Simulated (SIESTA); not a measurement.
The system is N.

```
CELL_PARAMETERS angstrom
5.81510 0.00000 0.00000
0.00000 5.81510 0.00000
0.00000 0.00000 5.81510
ATOMIC_POSITIONS crystal
N 0.04586 0.45414 0.54586
N 0.45414 0.54586 0.04586
N 0.54586 0.04586 0.45414
N 0.95414 0.95414 0.95414
N 0.93610 0.56390 0.43610
N 0.56390 0.43610 0.93610
N 0.43610 0.93610 0.56390
N 0.06390 0.06390 0.06390
```

Base run:

- Program: SIESTA 5.4.2
- Functional: LDA
- Potentials or basis: PseudoDojo 0.4 standard (LDA files)
- Basis: DZP (energy shift 0.003 Ry)
- Grid cutoff: 800 Ry
- Energy shift: 0.003 Ry
- k mesh: 5 × 5 × 5
- Occupations: fermi-dirac, width 0.05 eV
- Spin: no spin polarisation

Its results: band gap on the k mesh 7.45 eV, indirect (least direct gap 7.47 eV); pressure 2.4 GPa; largest force 3.354 eV/Å.

The run is repeated on the same cell with these changes: functional from LDA to PBEsol; potentials or basis from PseudoDojo 0.4 standard (LDA files) to PseudoDojo 0.4 standard (PBEsol files). What comes out?

Band gap on the k mesh 7.55 eV, indirect (least direct gap 7.57 eV); pressure 4.0 GPa; largest force 4.148 eV/Å.

Caveats: the basis of atomic orbitals isn't converged, which shifts pressures, moduli and gaps; forces of over 1 eV/Å show positions far from the minimum, so gaps and moduli don't describe the material at rest.
